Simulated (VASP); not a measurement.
# Hf (I4/mmm) in VASP: further runs, part 2 of 2

VASP 6.6.1.

## Step 3: Single point, PBEsol (strain -0.080 along x and y, +0.080 along z, atoms carried along)

INCAR reads:

```
SYSTEM = Hf
ALGO = Normal ; EDIFF = 1E-6
ENCUT = 520 ; GGA = PS
ISIF = 2 ; ISMEAR = 0
LASPH = .TRUE. ; LCHARG = .FALSE.
LREAL = .FALSE. ; LWAVE = .FALSE.
NBANDS = 11 ; NELM = 100
PREC = Accurate ; SIGMA = 0.15
```

KPOINTS reads:

```
k-points
0
G
  18 18 18
  0 0 0
```

POSCAR reads:

```
Hf
1.0
    0.0000000000      2.0424000000      2.3976000000
    2.0424000000      0.0000000000      2.3976000000
    2.0424000000      2.0424000000      0.0000000000
Hf
1
Direct
    0.0000000000      0.0000000000      0.0000000000
```

Potentials or basis: VASP PAW PBE potentials, release 64 (Hf_pv).

Run with:

```bash
> cat potpaw_PBE.64/Hf_pv/POTCAR > POTCAR
> mpirun -np 1 vasp_std > vasp.out
```

OUTCAR:

```text
SYSTEM = Hf
   EDIFF = 1E-6
   ENCUT = 520
   GGA = PS
   ISIF = 2
   ISMEAR = 0
   LASPH = .TRUE.
   LREAL = .FALSE.
   NELM = 100
   PREC = Accurate

 ion  position               nearest neighbor table
   1  0.000  0.000  0.000-

  LATTYP: Found a body centered tetragonal cell.
 ALAT       =     2.8883897798
 C/A-ratio  =     1.6601637471

  Lattice vectors:

 A1 = (  -2.0424000000,   0.0000000000,   2.3976000000)
 A2 = (   2.0424000000,   0.0000000000,   2.3976000000)
 A3 = (   0.0000000000,   2.0424000000,  -2.3976000000)

Analysis of symmetry for initial positions (statically):
=====================================================================
 Subroutine PRICEL returns:
 Original cell was already a primitive cell.

 Routine SETGRP: Setting up the symmetry group for a
 body centered tetragonal supercell.

 Subroutine GETGRP returns: Found 16 space group operations
 (whereof 16 operations were pure point group operations)
 out of a pool of 16 trial point group operations.

The static configuration has the point symmetry D_4h.

Analysis of symmetry for dynamics (positions and initial velocities):
=====================================================================
 Subroutine PRICEL returns:
 Original cell was already a primitive cell.

 Routine SETGRP: Setting up the symmetry group for a
 body centered tetragonal supercell.

 Subroutine GETGRP returns: Found 16 space group operations
 (whereof 16 operations were pure point group operations)
 out of a pool of 16 trial point group operations.

The dynamic configuration has the point symmetry D_4h.

 Subroutine INISYM returns: Found 16 space group operations
 (whereof 16 operations are pure point group operations),
 and found     1 'primitive' translations

----------------------------------------------------------------------------------------

                                     Primitive cell

  volume of cell :      20.0027

  direct lattice vectors                    reciprocal lattice vectors
[... 113 lines left out ...]
   IVDW    =     0    specifies the selected vdW correction
   LEPSILON=     F    determine dielectric tensor
   LRPA    =     F    only Hartree local field effects (RPA)
 non-spin polarized calculation
 Gauss-broadening in eV      SIGMA  =   0.15
  energy-cutoff  :      520.00
  volume of cell :       20.00
 maximum number of plane-waves:       554
   NGX = 11   NGY = 11   NGZ = 11

 number of electron      10.0000000 magnetization

 number of electron       9.9999999 magnetization

 Free energy of the ion-electron system (eV)
  ---------------------------------------------------
  ext. energy  EPLUGINS =         0.00000000
  ---------------------------------------------------
  free energy    TOTEN  =       -10.34522661 eV

  energy without entropy =      -10.32726975  energy(sigma->0) =      -10.33624818

 E-fermi :   5.2838     XC(G=0): -11.9128

 val. band max:        5.2827168070   @ k =  -0.2778   0.2222   0.0000
 cond. band min:       5.2886199460   @ k =  -0.4444   0.2778   0.1111
 fundamental gap:      0.0059031390
 Fermi energy:         5.2838460260

 k-point     1 :       0.0000    0.0000    0.0000
  band No.  band energies     occupation
      1     -24.2387      2.00000
      2     -24.1636      2.00000
      3     -24.1636      2.00000
      4      -2.1935      2.00000
      5       5.5041      0.03788
      6       7.7149      0.00000
      7       7.7149      0.00000
      8       8.0783      0.00000
      9      11.5169      0.00000
     10      17.5007      0.00000
     11      18.7902      0.00000
[... 309 lines left out ...]
 k-point    24 :      -0.2222    0.0556    0.0000
  band No.  band energies     occupation
      1     -24.8771      2.00000
      2     -24.3507      2.00000
      3     -24.1623      2.00000
      4      -0.0245      2.00000
      5       5.4028      0.26221
      6       6.2298      0.00000
      7       8.4368      0.00000
      8       9.7167      0.00000
      9       9.9674      0.00000
     10      17.7292      0.00000
     11      18.7963      0.00000

 [... further k-points ...]

------------------------ aborting loop because EDIFF is reached ----------------------------------------

  FORCE on cell =-STRESS in cart. coord.  units (eV):
  Direction    XX          YY          ZZ          XY          YZ          ZX
  --------------------------------------------------------------------------------------
  -------------------------------------------------------------------------------------
  Total        1.3976993      1.3976993      0.3432331      0.0000000     -0.0000000      0.0000000
  in kB      111.9530685    111.9530685     27.4923243      0.0000000     -0.0000000      0.0000000
  external PRESSURE =      83.7994871 kB  Pullay stress =       0.0000000 kB

 VOLUME and BASIS-vectors are now :
 -----------------------------------------------------------------------------
  energy-cutoff  :      520.00
  volume of cell :       20.00
      direct lattice vectors                 reciprocal lattice vectors
     0.000000000  2.042400000  2.397600000    -0.244810027  0.244810027  0.208541875
     2.042400000  0.000000000  2.397600000     0.244810027 -0.244810027  0.208541875
     2.042400000  2.042400000  0.000000000     0.244810027  0.244810027 -0.208541875

 POSITION                                       TOTAL-FORCE (eV/Angst)
 -----------------------------------------------------------------------------------
      0.00000      0.00000      0.00000         0.000000     -0.000000      0.000000
 -----------------------------------------------------------------------------------
    total drift:                               -0.000000      0.000000     -0.000000

  FREE ENERGIE OF THE ION-ELECTRON SYSTEM (eV)
  ---------------------------------------------------
  free  energy   TOTEN  =       -10.3452266145 eV

  energy  without entropy=      -10.3272697454  energy(sigma->0) =      -10.33624818
```

OSZICAR:

```text
N       E                     dE             d eps       ncg     rms          rms(c)
DAV:   1     0.126439859817E+02    0.12644E+02   -0.57563E+03 10683   0.854E+02
DAV:   2    -0.102383000768E+02   -0.22882E+02   -0.22113E+02 13114   0.157E+02
DAV:   3    -0.106644731118E+02   -0.42617E+00   -0.42232E+00 13291   0.148E+01
DAV:   4    -0.106658341332E+02   -0.13610E-02   -0.13609E-02 12044   0.101E+00
DAV:   5    -0.106658400215E+02   -0.58883E-05   -0.58878E-05 13262   0.588E-02    0.486E+01
DAV:   6    -0.104288114665E+02    0.23703E+00   -0.19123E-01 12273   0.319E+00    0.287E+01
DAV:   7    -0.103492165791E+02    0.79595E-01   -0.28316E-01 12441   0.375E+00    0.130E+00
DAV:   8    -0.103451971696E+02    0.40194E-02   -0.19935E-02 11992   0.101E+00    0.129E-01
DAV:   9    -0.103452263317E+02   -0.29162E-04   -0.34799E-04 12589   0.147E-01    0.480E-02
DAV:  10    -0.103452259945E+02    0.33712E-06   -0.11709E-05 12710   0.249E-02    0.242E-02
DAV:  11    -0.103452266145E+02   -0.61997E-06   -0.10862E-06  8409   0.821E-03
   1 F= -.10345227E+02 E0= -.10336248E+02  d E =-.179569E-01
```

Run time: 80 s. Hardware: 1 thread of Intel Xeon Platinum 8375C at 2.90GHz (Ice Lake), shared host; peak memory 0.22 GiB.

What came out:

```yaml
Free_energy: -10.3452 eV
Pressure: 8.4 GPa
Band_gap_on_the_k_mesh: none (metal or under the smearing width)
```

Stress tensor (GPa, compression positive):
```
11.20  0.00  0.00
 0.00 11.20  0.00
 0.00  0.00  2.75
```

Caveat: the PAW data sets were made with another functional, which shifts forces and pressure a little. The run has no spin-orbit coupling, so splittings on Hf are missing.
